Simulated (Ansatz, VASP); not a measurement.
**One calculation of Ba, two programs**

```
Ba
1.0
     3.63126    0.00000    0.00000
    -1.81563    3.14476    0.00000
     0.00000    0.00000    3.26747
Ba
1
Direct
  0.00000 0.00000 0.00000
```

Alike in both runs: functional PBE; k mesh 10 × 10 × 9; occupations fermi-dirac, width 0.08 eV; no spin polarisation.

Ansatz relaxed the structure, and its values are those at the end. VASP's run is a single point on that final structure, the one shown.

|  | VASP | Ansatz |
| --- | --- | --- |
| version | VASP 6.6.1 | Ansatz 0.2.0 |
| potentials or method | VASP PAW PBE potentials, release 64 (Ba_sv) | PAW with Ansatz's default frozen-core files, scalar-relativistic |
| plane-wave cutoff (eV) | 520 | 420 |
| valence electrons in the cell | 10 | 10 |

VASP gave:

| Quantity | Value |
| --- | --- |
| pressure (GPa) | 9.4 |

Q: Estimate Ansatz's values.

A: Pressure (GPa): 8.1.

The runs have no spin-orbit coupling, so splittings on Ba are missing.
